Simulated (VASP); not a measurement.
Set up this calculation in VASP 6.6.1, as the native input.

```
Task                   : relaxation of shape and atoms at fixed volume
Functional             : PBE
Dispersion             : D3(BJ)
Potentials or basis    : VASP PAW PBE potentials, release 64 (Zn, O)
Cutoff                 : 600 eV
k mesh                 : 9 × 9 × 5
Occupations            : gaussian, width 0.03 eV
Spin                   : no spin polarisation
Further INCAR settings : ALGO = Fast; EDIFF = 1e-07; IBRION = 2; EDIFFG = -0.01; NSW = 40; ISIF = 4
```

The structure of ZnO (zincite) lies in POSCAR:

```
ZnO                                     
1.0
    3.2401379397      0.0000000000      0.0000000000
   -1.6200689698      2.8060417676     -0.0000000000
    0.0000000000      0.0000000000      5.2293186589
  Zn              O             
     2     2
Direct
     0.3333333332999970    0.6666666667000030    0.4999425256542325
     0.6666666667000030    0.3333333332999970    0.9999425256542326
     0.6666666667000030    0.3333333332999970    0.3790674743457684
     0.3333333332999970    0.6666666667000030    0.8790674743457684
```

The cell isn't the ideal one: a relaxed cell with its volume scaled by 0.98.

The input as run:

INCAR

```
PREC     = Accurate       # precision mode
ENCUT    = 600            # plane-wave cutoff, eV
EDIFF    = 1E-7           # SCF threshold, eV
ISMEAR   = 0              # smearing method
SIGMA    = 0.03           # smearing width, eV
LREAL    = F              # projectors in reciprocal space
LASPH    = T              # aspherical terms in the spheres
NELM     = 80             # most SCF steps
ALGO     = Fast           # electronic algorithm
ISIF     = 4              # what is computed and relaxed
LWAVE    = F              # write WAVECAR
LCHARG   = F              # write CHGCAR
GGA      = PE             # functional
IVDW     = 12             # dispersion correction
IBRION   = 2              # ionic algorithm
NSW      = 40             # ionic steps
EDIFFG   = -0.01          # ionic threshold
```

KPOINTS

```
regular mesh
0
Gamma
  9 9 5
```

Potentials or basis: VASP PAW PBE potentials, release 64 (Zn, O).

Launch:

```console
$ cat potpaw_PBE.64/Zn/POTCAR potpaw_PBE.64/O/POTCAR > POTCAR
$ mpirun -np 1 vasp_std > vasp.out
```

It gave:

The pressure after relaxing is 2.8 GPa. The largest force after relaxing is 0.005 eV/Å. The band gap on the k mesh is 0.78 eV, direct and the dispersion energy per atom is -0.224 eV.

Caveat: the relaxation stopped at its first step, so nothing moved.

Run time: 73 s on 1 thread of Intel(R) Xeon(R) Platinum 8559C (Emerald Rapids), with other jobs on the host, peak memory 0.2 GiB.
